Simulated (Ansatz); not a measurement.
Base system: GeO2 in the rutile structure (space group P4_2/mnm, No. 136; a = 4.412 Å, c = 2.871 Å). Axes: x, y, z lie along a, b, c of the conventional cell.

Calculations: plane-wave PAW DFT at the r2SCAN level (Ansatz, a quantum-chemistry and plane-wave program, 500 eV), without spin-orbit coupling, earlier PAW set.

Strains are applied to the cell and any free atomic positions relax; under biaxial strain the out-of-plane vector relaxes too.

One change was made to it. Results:

The gap character is still direct at Γ; the valence-band top at Γ (three highest levels, from the VBM) goes from 0.00, -0.82, -0.82 eV to 0.00, -0.81, -0.81 eV; the volume per atom drops by 0.103 Å³ to 9.21 Å³.

Name the change that was made.
A) uniaxial strain ε_zz = −2.95 %
B) biaxial strain −0.81 %, plane normal [001], relaxed out of plane
C) tensor shear ε_xy = −0.96 %

B, biaxial strain −0.81 %, plane normal [001], relaxed out of plane. For comparison, the valence-band top at Γ in the other runs: tensor shear ε_xy = −0.96 % gives 0.00, -0.76, -0.86 eV; uniaxial strain ε_zz = −2.95 % gives 0.00, -0.89, -0.89 eV.

No phonon test of stability was made. Labels are those of the standard path for the cell's own space group.
